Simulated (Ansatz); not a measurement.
## Structure relaxation of Si

Method: DFT PBE, scalar-relativistic, plane waves, PAW (Ansatz 0.2.0). Cutoff 420 eV, Γ-centred k mesh, Gaussian smearing, no spin polarisation in the final step.

Si was placed on the sites of a reported K cell (Cmmm, No. 65), at a guessed volume.

```
Si
1.0
     2.58924   -3.86461    0.00000
     2.58924    3.86461    0.00000
     0.00000    0.00000    5.85359
Si
5
Direct
  0.50000 0.00000 0.25000
  0.00000 0.50000 0.75000
  0.00000 0.50000 0.25000
  0.50000 0.00000 0.75000
  0.00000 0.00000 0.00000
```

Cell and atoms relax at zero pressure; the relaxation can't lower the symmetry of the start. After a coarse first stage the cell is made exact in the group found at 0.06 Å.

Energies count from the standard state of Si at the same level.

(1) Describe the relaxed structure.

(2) What are its volume, energy, density and gap?

Answers

(1) It keeps Cmmm (No. 65). Conventional cell: a = 4.941 Å, b = 7.516 Å, c = 4.943 Å. Si on Wyckoff site m (4 atoms of the primitive cell) has 6 Si at 2.44–2.57 Å; Si on Wyckoff site a (1 atom of the primitive cell) has 8 Si at 2.57 Å.

```cif
data_structure
_symmetry_space_group_name_H-M 'Cmmm'
_symmetry_Int_Tables_number 65
_cell_length_a 4.9412
_cell_length_b 7.5158
_cell_length_c 4.9430
_cell_angle_alpha 90.000
_cell_angle_beta 90.000
_cell_angle_gamma 90.000
_cell_volume 183.57
loop_
_atom_site_label
_atom_site_type_symbol
_atom_site_symmetry_multiplicity
_atom_site_Wyckoff_symbol
_atom_site_fract_x
_atom_site_fract_y
_atom_site_fract_z
_atom_site_occupancy
Si1 Si 8 m 0.25000 0.75000 0.25304 1
Si2 Si 2 a 0.00000 0.00000 0.00000 1
```

(2) The volume per atom is 18.36 Å³ and the density is 2.54 g/cm³. The energy over the standard structure is 0.52 eV/atom. The gap on the 10×10×8 mesh is 0 eV (a metal).

The final run used a 10×10×8 mesh on its 5-atom cell and 0.10 eV smearing. The k mesh leaves about 4 meV/atom of noise in metals. A later test with randomly moved atoms lowered the energy by 117 meV/atom on a coarse mesh, so it isn't stable against such moves and is likely a saddle point held by symmetry.

This form isn't the element's structure at ambient conditions.